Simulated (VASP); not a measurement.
Crystal: MnS.

```
Mn S
1.0
    -1.83000   -1.05655    5.94184
     1.83000   -1.05655    5.94184
     0.00000    2.11310    5.94184
Mn S
2 2
Direct
  0.00000 0.00000 0.00000
  0.50000 0.50000 0.50000
  0.25000 0.25000 0.25000
  0.75000 0.75000 0.75000
```

The cell is a database's computed one.

Program: VASP 6.6.1. Alike in all runs: task single point; potentials or basis VASP PAW PBE potentials, release 64 (Mn_pv, S); spin collinear, antiferromagnetic start; cell as given; k mesh 9 × 9 × 9; cutoff (eV) 520; smearing fermi-dirac 0.05 eV.

Question: Order these runs on this cell by their pressure, lowest first.
A. level PBEsol+U; U Mn d U = 6 eV
B. level PBEsol+U; U Mn d U = 3 eV
C. level PBEsol+U; U Mn d U = 8 eV
D. level PBEsol+U; U Mn d U = 2 eV
E. level PBEsol

Answer: E (-5.7 GPa), D (-1.9 GPa), B (-0.4 GPa), A (3.2 GPa), C (5.0 GPa).

Caveats: the PAW data sets were made with another functional, which shifts forces and pressure a little.

Not every run made on this cell is shown here.
